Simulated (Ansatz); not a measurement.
# HfC (Fm-3m) in Ansatz: a series of runs

Aim: see how the results for HfC move with the level of theory and the settings. Levels: PBE, PBEsol. Tasks: band structure, phonons.

All numbers are computed with Ansatz 0.2.0; they aren't measurements. Logs are shortened: lines on timing, memory, paths and dates and some standing lists are left out, and cuts for length are marked.

## 1. The crystal as given

Symmetry: Fm-3m, No. 225, cubic system. Conventional cell: a = 4.650 Å, b = 4.650 Å, c = 4.650 Å, α = 90.00°, β = 90.00°, γ = 90.00°. Hf (site symmetry m-3m) has 6 C at 2.33 Å as nearest neighbours. Around C (site symmetry m-3m) lie 6 Hf at 2.33 Å.

## 2. Band structure, PBE, spin-orbit coupling, no magnetisation

input.yaml reads:

```yaml
crystal:
  lattice:
    - [0.0, 2.325, 2.325]
    - [2.325, 0.0, 2.325]
    - [2.325, 2.325, 0.0]
  atoms:
    - { symbol: Hf, position: [0.5, 0.5, 0.5] }
    - { symbol: C, position: [0.0, 0.0, 0.0] }
kpoints:
  mp_grid: { grid: [7, 7, 7] }
  band_path:
    path:
      - [0.0, 0.0, 0.0]
      - [0.5, 0.0, 0.5]
      - [0.5, 0.25, 0.75]
      - [0.375, 0.375, 0.75]
      - [0.0, 0.0, 0.0]
      - [0.5, 0.5, 0.5]
      - [0.625, 0.25, 0.625]
      - [0.5, 0.25, 0.75]
    npoints: 12
scf:
  occupations: { method: fermi_dirac, width: 0.05 }
hamiltonian:
  xc: pbe
  pseudopotentials: { kind: all_electron, lapw: { basis_error: 0.001 } }
magnetization:
  noncollinear: true
  spin_orbit: true
output:
  forces: true
  stress: true
  eigenvalues: true
```

Potentials or basis: all-electron LAPW, relativistic spinors.

Started as:

```sh
$ ansatz run input.yaml --threads 1 --pin off --max-ram 3072MiB --backend cpu --events-out ev --progress --plain --runs-dir out
```

Output:

```text
Warning: RAYON_NUM_THREADS=1 ignored (pool sized by the plan → 1); use --threads N
LAPW: plane waves up to 8.916 Å⁻¹, error target 1.0e-3 eV per atom; Dirac's equation on spinors; C in spheres of 0.956 Å, 6 of its electrons in bands; Hf in spheres of 1.369 Å, 42 of its electrons in bands (how accurate: hamiltonian.pseudopotentials.lapw.basis_error, Limitations)
Engine: ansatz 0.2.0, aarch64-unknown-linux-gnu
Pseudopotentials: kind: all_electron
Pseudopotential: Hf, LAPW, valence charge 42, lapw/all_electron/dirac/gaussian/Hf, Dirac's equation, gaussian nucleus
Pseudopotential: C, LAPW, valence charge 6, lapw/all_electron/dirac/gaussian/C, Dirac's equation, gaussian nucleus
Functional definition: PBE
  parameter kappa = 0.804
  parameter beta = 0.06672455060314922
  exchange = pbe_x(kappa = kappa, mu = beta*pi^2/3)
  correlation = pbe_c(beta = beta)
non-collinear run that drives no moment, with spin-orbit: no starting moment large enough to seed its density (crystal.atoms[].spin), no starting occupations that ask for one, no magnetisation constraint and no magnetic field, so the semilocal B_xc is pinned to zero
Crystal: 2 atoms, lattice volume = 25.136 Å³
Basis set: ecut = 302.8684404009675 eV, 307 PW (Γ), exchange–correlation at level 2
Bands: 58, of which v1, the nominal top of the filled ones, is band 48 counted from 1 (47 counted from 0)
Symmetry: 48 space group operations + 48 with time reversal
Magnetic group: BNS 225.117 (UNI 1619), of the structure as read, at distance tolerance 2.9e-5 Å
k-points: 20 of 343
Non-local potential: Hf, projectors of the file, none
Non-local potential: C, projectors of the file, none
Initial density: superposition of atomic densities (chi_scale 0.1, normalization cell, long waves kept (reshape's long-wave potential 0.00 eV rms))
Initial wavefunctions: plane waves of lowest kinetic energy (no species holds an atomic orbital)
Functional: x = pbe(κ = 0.804, μ = 0.2195149727645171), c = pbe(β = 0.06672455060314922)
iter 1 solved again at ethr=1.22e-2 eV; its pass at ethr=1.00e-1 eV (dr2=5.84e0 eV) is discarded
SCF iter   1: F=—  HF=-411821.965936 eV  |F-HF|=—  |Δ(HF+E_count)|=         —  Δρ=1.28e-1  dr2=5.84e0  dr2_m=0.00e0 (ungated)  ethr=1.22e-2  |M|=0.00e0 ∫|m|=0.00e0 μB  β_m=0.30  ⟨swp⟩=2.0  Hψ=6914  notcnv=0
preconditioner: auto → none  [insulator: Δε(μ)=0.350 eV  Ē_g=18.137 eV  σ=0.050 eV  W_gap=0.68  n_scr=14 (ndim 8)  ℏωp=39.2 eV  f_vac=0.000  D(μ)=0.26/eV (n_scr^D=0)  ε∞_Penn≈5.7]
iter 2 solved again at ethr=8.14e-5 eV; its pass at ethr=1.22e-2 eV (dr2=3.91e-2 eV) is discarded
SCF iter   2: F=—  HF=-411820.015428 eV  |F-HF|=—  |Δ(HF+E_count)|=    1.95e0  Δρ=1.73e-2  dr2=3.90e-2  dr2_m=0.00e0 (ungated)  ethr=8.14e-5  |M|=0.00e0 ∫|m|=0.00e0 μB  β_m=0.30  ⟨swp⟩=2.0  Hψ=5888  notcnv=0
SCF iter   3: F=—  HF=-411819.998080 eV  |F-HF|=—  |Δ(HF+E_count)|=         —  Δρ=1.28e-2  dr2=2.83e-2  dr2_m=0.00e0 (ungated)  ethr=8.13e-5  |M|=0.00e0 ∫|m|=0.00e0 μB  β_m=0.46  ⟨swp⟩=2.0  Hψ=3466  notcnv=0
the basis was enlarged: its passes take 3.1 MiB over the memory plan, 1 of 1 planned eigensolver slots
SCF iter   4: F=—  HF=-411820.002990 eV  |F-HF|=—  |Δ(HF+E_count)|=   4.91e-3  Δρ=6.59e-3  dr2=9.05e-3  dr2_m=0.00e0 (ungated)  ethr=5.89e-5  |M|=0.00e0 ∫|m|=0.00e0 μB  β_m=0.42  ⟨swp⟩=2.0  Hψ=3466  notcnv=0
SCF iter   5: F=—  HF=-411819.997763 eV  |F-HF|=—  |Δ(HF+E_count)|=   5.23e-3  Δρ=1.61e-3  dr2=5.39e-4  dr2_m=0.00e0 (ungated)  ethr=1.88e-5  |M|=0.00e0 ∫|m|=0.00e0 μB  β_m=0.65  ⟨swp⟩=2.0  Hψ=3456  notcnv=0
SCF iter   6: F=—  HF=-411819.997633 eV  |F-HF|=—  |Δ(HF+E_count)|=   1.31e-4  Δρ=2.36e-4  dr2=7.34e-6  dr2_m=0.00e0 (ungated)  ethr=1.12e-6  |M|=0.00e0 ∫|m|=0.00e0 μB  β_m=0.69  ⟨swp⟩=2.4  Hψ=3492  notcnv=0
SCF iter   7: F=—  HF=-411819.997634 eV  |F-HF|=—  |Δ(HF+E_count)|=   1.58e-6  Δρ=2.48e-5  dr2=5.77e-8  dr2_m=0.00e0 (ungated)  ethr=1.53e-8  |M|=0.00e0 ∫|m|=0.00e0 μB  β_m=0.78  ⟨swp⟩=2.0  Hψ=3460  notcnv=0
SCF iter   8: F=-411819.997634 eV  HF=-411819.997634 eV  |F-HF|=5.82e-10  |Δ(HF+E_count)|=   7.08e-8  Δρ=1.84e-6  dr2=4.55e-10  dr2_m=0.00e0 (ungated)  ethr=1.20e-10  |M|=0.00e0 ∫|m|=0.00e0 μB  ⟨swp⟩=3.0  Hψ=3560  notcnv=0
SCF 1 converged in 8 iterations: F = -411819.997634 eV  dr2 = 4.55e-10
NSCF: frozen V_eff on 85 k-points
SCF converged after 8 iterations
Magnetization: |M| = 0.0000 μB,  M = (+0.0000, +0.0000, +0.0000) μB
Absolute magnetization: 0.0000 μB (∫|m|)
  site 0: m = (+0.0000, +0.0000, +0.0000) μB, |m| = 0.0000 μB  (R = 1.37 Å)
  site 1: m = (+0.0000, +0.0000, +0.0000) μB, |m| = 0.0000 μB  (R = 0.96 Å)
Free energy (F): -411819.997634 eV
Harris-Foulkes:  -411819.997634 eV  (|F-HF|=5.82e-10)
Internal energy: -411819.995292 eV  (E = F + TS)
E sigma→0 (E₀):  -411819.996463 eV
Entropy (-TS):   -0.002342 eV (-1.171 meV/atom)
Fermi energy:    20.437320 eV
--- Per-component energies (eV) ---
  E_band       = -4295.698649
  E_kinetic    = 460357.397752
  E_xc         = -8581.406251
  E_electrostatic = -863595.986794  (all electrons and nuclei)
  E_smearing   = -0.002342  (= −TS)
  E_closure    = 0.000000  (closes the sum)
  E_atoms      = -411801.517139  (free atoms, spherical and without spin; not in F)
  Σ components = -411819.997634   (vs F -411819.997634, Δ=0.00e0)
  Basis errors (estimates in eV, not in F): energy 3.6e-4 per atom: plane waves 3.1e-4 (1.7e-4 summed), levels above the bands 1.3e-61, relativity 5.2e-8, radial functions 4.5e-5, core shells 1.1e-7; eigenvalues (radial functions only) 4.9e-6; not estimated: angular momenta, meshes, grids; target (lapw.basis_error) 1.0e-3; muffin-tin radii C 0.956 Å, Hf 1.369 Å
--- Forces (eV/Å), atoms counted from 1 ---
  atom   1  Hf     0.00000000     0.00000000     0.00000000
  atom   2  C     -0.00000000     0.00000000     0.00000000
  max |Σ_I F_I| component: 5.94e-29 eV/Å
--- Stress (GPa, compression-positive) ---
       -0.341519      -0.000000       0.000000
       -0.000000      -0.341519      -0.000000
        0.000000      -0.000000      -0.341519
  P = ⅓ Tr σ = -0.3415 GPa (-3.415 kbar)
--- Band table (eV; the first three rows and the last of 20) ---
  k-point 0: bands = ["-394.1293", "-394.1293", "-335.6843", "-335.6843", "-335.6843", "-335.6843", "-244.0767", "-244.0767", "-186.2726", "-186.2726", "-186.2726", "-186.2726", "-175.5758", "-175.5758", "-175.5649", "-175.5649", "-175.5649", "-175.5649", "-40.5348", "-40.5348", "-14.7347", "-14.7347", "-6.9033", "-6.9033", "-6.9033", "-6.9033", "8.1500", "8.1500", "8.5798", "8.5798", "8.5798", "8.5798", "8.5887", "8.5887", "10.2773", "10.2773", "10.3178", "10.3178", "10.3403", "10.3403", "10.3403", "10.3403", "21.3983", "21.3983", "21.5802", "21.5802", "21.5802", "21.5802", "21.7326", "21.7326", "21.7326", "21.7326", "22.0274", "22.0274", "23.8823", "23.8823", "23.8823", "23.8823"]
  k-point 1: bands = ["-394.1293", "-394.1293", "-335.6843", "-335.6843", "-335.6843", "-335.6843", "-244.0767", "-244.0767", "-186.2726", "-186.2726", "-186.2726", "-186.2726", "-175.5758", "-175.5758", "-175.5649", "-175.5649", "-175.5649", "-175.5649", "-40.5271", "-40.5271", "-14.7647", "-14.7647", "-7.0244", "-7.0244", "-6.9189", "-6.9189", "8.5241", "8.5241", "8.5825", "8.5825", "8.5883", "8.5883", "8.7008", "8.7008", "10.2894", "10.2894", "10.3188", "10.3188", "10.3379", "10.3379", "10.3405", "10.3405", "19.3675", "19.3675", "19.9276", "19.9276", "19.9721", "19.9721", "22.4988", "22.4988", "22.5172", "22.5172", "22.9413", "22.9413", "25.7697", "25.7697", "25.7874", "25.7874"]
  k-point 2: bands = ["-394.1293", "-394.1293", "-335.6843", "-335.6843", "-335.6843", "-335.6843", "-244.0767", "-244.0767", "-186.2726", "-186.2726", "-186.2726", "-186.2726", "-175.5758", "-175.5758", "-175.5649", "-175.5649", "-175.5649", "-175.5649", "-40.5099", "-40.5099", "-14.8327", "-14.8327", "-7.2808", "-7.2808", "-6.9538", "-6.9538", "8.5598", "8.5598", "8.5880", "8.5880", "8.5893", "8.5893", "9.8577", "9.8577", "10.3148", "10.3148", "10.3348", "10.3348", "10.3404", "10.3404", "10.4289", "10.4289", "16.8559", "16.8559", "18.3602", "18.3602", "18.4319", "18.4319", "23.6473", "23.6473", "23.9040", "23.9040", "24.0210", "24.0210", "28.7217", "28.7217", "28.7689", "28.7689"]
  k-point 19: bands = ["-394.1293", "-394.1293", "-335.6843", "-335.6843", "-335.6843", "-335.6843", "-244.0767", "-244.0767", "-186.2726", "-186.2726", "-186.2726", "-186.2726", "-175.5758", "-175.5758", "-175.5649", "-175.5649", "-175.5649", "-175.5649", "-40.4815", "-40.4815", "-14.9371", "-14.9371", "-7.4377", "-7.4377", "-7.2500", "-7.2500", "8.5741", "8.5741", "8.5849", "8.5849", "8.5963", "8.5963", "10.2069", "10.2069", "10.3193", "10.3193", "10.3289", "10.3289", "10.3407", "10.3407", "10.9832", "10.9832", "16.8419", "16.8419", "17.6699", "17.6699", "18.2688", "18.2688", "23.3754", "23.3754", "24.8615", "24.8615", "27.0156", "27.0156", "28.0585", "28.0585", "28.9597", "28.9597"]
```

Wall time 69 s (1 thread of Arm Neoverse V2, shared host); peak memory 0.45 GiB.

Results:

| Quantity | Value |
| --- | --- |
| Free energy | -411819.9976 eV |
| Pressure | -0.3 GPa |
| Band gap along the path | none (metal or under the smearing width) |

Levels at the corners of the path, in eV from the Fermi level:
| point | band 44 | band 45 | band 46 | band 47 | band 48 | band 49 | band 50 | band 51 | band 52 | band 53 |
| --- | --- | --- | --- | --- | --- | --- | --- | --- | --- | --- |
| Γ | 0.96 | 1.14 | 1.14 | 1.14 | 1.14 | 1.30 | 1.30 | 1.30 | 1.30 | 1.59 |
| X | -2.69 | -1.76 | -1.76 | -0.18 | -0.18 | 0.16 | 0.16 | 5.31 | 5.31 | 6.56 |
| W | -2.99 | -2.95 | -2.95 | -2.43 | -2.43 | 3.67 | 3.67 | 3.73 | 3.73 | 6.73 |
| K | -3.55 | -2.71 | -2.71 | -1.58 | -1.58 | 1.62 | 1.62 | 5.75 | 5.75 | 6.22 |
| Γ | 0.96 | 1.14 | 1.14 | 1.14 | 1.14 | 1.30 | 1.30 | 1.30 | 1.30 | 1.59 |
| L | -6.12 | -3.02 | -3.02 | -2.94 | -2.94 | 5.28 | 5.28 | 5.30 | 5.30 | 5.88 |
| U | -3.55 | -2.71 | -2.71 | -1.58 | -1.58 | 1.62 | 1.62 | 5.75 | 5.75 | 6.22 |
| W | -2.99 | -2.95 | -2.95 | -2.43 | -2.43 | 3.67 | 3.67 | 3.73 | 3.73 | 6.73 |

Caveat: the k mesh is thin for a metal, which can move the energy by tens of meV per atom.

## 3. Phonons, PBEsol

input.yaml reads:

```yaml
crystal:
  lattice:
    - [0.0, 2.325, 2.325]
    - [2.325, 0.0, 2.325]
    - [2.325, 2.325, 0.0]
  atoms:
    - { symbol: Hf, position: [0.5, 0.5, 0.5] }
    - { symbol: C, position: [0.0, 0.0, 0.0] }
kpoints:
  mp_grid: { grid: [7, 7, 7] }
scf:
  occupations: { method: fermi_dirac, width: 0.05 }
hamiltonian:
  xc: pbesol
  pseudopotentials: { kind: all_electron, lapw: { basis_error: 0.001 } }
output: {}
phonons:
  method: fd
  supercell: [1, 1, 1]
```

Potentials or basis: all-electron LAPW, scalar-relativistic.

Started as:

```sh
$ ansatz run input.yaml --threads 1 --pin off --max-ram 3072MiB --backend cpu --events-out ev --progress --plain --runs-dir out
```

Output:

```text
Warning: RAYON_NUM_THREADS=1 ignored (pool sized by the plan → 1); use --threads N
LAPW: plane waves up to 9.215 Å⁻¹, error target 1.0e-3 eV per atom; small_component_spin mean_spin; C in spheres of 0.922 Å, 6 of its electrons in bands, Dirac shells []; Hf in spheres of 1.333 Å, 42 of its electrons in bands, Dirac shells [] (how accurate: hamiltonian.pseudopotentials.lapw.basis_error, Limitations)
[... 2 set-up lines as earlier in the session ...]
Pseudopotential: Hf, LAPW, valence charge 42, lapw/all_electron/scalar/gaussian/Hf, Koelling and Harmon's equation, gaussian nucleus
Pseudopotential: C, LAPW, valence charge 6, lapw/all_electron/scalar/gaussian/C, Koelling and Harmon's equation, gaussian nucleus
Functional definition: PBEsol
  exchange = pbesol_x
  correlation = pbesol_c
Crystal: 2 atoms, lattice volume = 25.136 Å³
[... 63 lines left out ...]
--- Forces (eV/Å), atoms counted from 1 ---
  atom   1  Hf     0.00000000    -0.00000000     0.00000000
  atom   2  C     -0.00000000     0.00000000     0.00000000
  max |Σ_I F_I| component: 7.89e-31 eV/Å
--- Band table (eV; the first three rows and the last of 20) ---
  k-point 0: bands = ["-351.8838", "-351.8838", "-351.8838", "-242.9132", "-179.9738", "-179.9738", "-179.9738", "-179.9559", "-179.9559", "-40.7420", "-9.1985", "-9.1985", "-9.1985", "8.0274", "9.2784", "9.2877", "9.2877", "9.2877", "9.3690", "9.3690", "9.3690", "21.4124", "21.4124", "21.4124", "21.6429", "21.6429", "21.6429", "23.6599", "23.6599"]
  k-point 1: bands = ["-351.8838", "-351.8838", "-351.8838", "-242.9132", "-179.9738", "-179.9738", "-179.9738", "-179.9559", "-179.9559", "-40.7343", "-9.3347", "-9.2118", "-9.2118", "8.5085", "9.2856", "9.2992", "9.2992", "9.3076", "9.3584", "9.3584", "9.3695", "19.2273", "19.8132", "19.8132", "22.3374", "22.3374", "22.7219", "25.6014", "25.6014"]
  k-point 2: bands = ["-351.8838", "-351.8838", "-351.8838", "-242.9132", "-179.9738", "-179.9738", "-179.9738", "-179.9559", "-179.9559", "-40.7171", "-9.6275", "-9.2414", "-9.2414", "9.1583", "9.3043", "9.3221", "9.3221", "9.3405", "9.3405", "9.3705", "9.9693", "16.7089", "18.2504", "18.2504", "23.5698", "23.7205", "23.7205", "28.5902", "28.5902"]
  k-point 19: bands = ["-351.8838", "-351.8838", "-351.8838", "-242.9132", "-179.9738", "-179.9738", "-179.9738", "-179.9559", "-179.9559", "-40.6887", "-9.6439", "-9.6152", "-9.4045", "9.2591", "9.3069", "9.3178", "9.3252", "9.3338", "9.3454", "9.3493", "10.8445", "16.7242", "17.5696", "18.0591", "23.2047", "24.6997", "26.8631", "27.8462", "28.7655"]
--- Phonons: 2 displaced members + reference (amplitude 0.01 Å, Σ member SCF iterations 12) ---
  symmetry images taken by strict's conditions (phonons.symmetry_images: auto; settled by no image being taken that strict refuses)
  ASR residual: 6.807e-4 → 0.000e0 eV/Å²; symmetrization residual: 3.423e-6 eV/Å²
  largest component of a force at the reference: 2.1e-30 eV/Å
  ASR residual per site (eV/Å²): 4.68e-5 6.81e-4
  Γ frequencies (cm⁻¹): 0.00 0.00 0.00 438.01 438.01 438.01
  density of states and harmonic sums: on the 23×23×23 q-mesh, interpolated from the force constants of a 1×1×1 supercell (no non-analytic term)
  largest difference from the sums on the solved wave vectors: F 5.16e-1 eV, S 7.74e-4 and C_V 2.58e-4 eV/K
  zero-point energy: 0.097685 eV/cell   skipped modes (ω ≤ 0): 3   left out of the sums: 4.11e-5 of the cell's modes: C_V's classical limit lies that fraction below 3 k_B per atom; for a crystal, a wire or a layer, F and S can be off by more, and a phonons.interpolated_qmesh denser along its periods is the remedy for the sampling
```

Wall time 24 s (1 thread of Arm Neoverse V2, shared host); peak memory 0.3 GiB.

What came out:

- Free energy: -411161.5177 eV
- Band gap on the k mesh: none (metal or under the smearing width)
- Highest phonon frequency at Γ: 438 cm⁻¹

Phonon frequencies in cm⁻¹ (negative: imaginary):
```tsv
q point	frequencies
(0.000, 0.000, 0.000)	0 0 0 438 438 438
```

Caveat: the k mesh is thin for a metal, which can move the energy by tens of meV per atom; a metal's response needs a denser mesh.
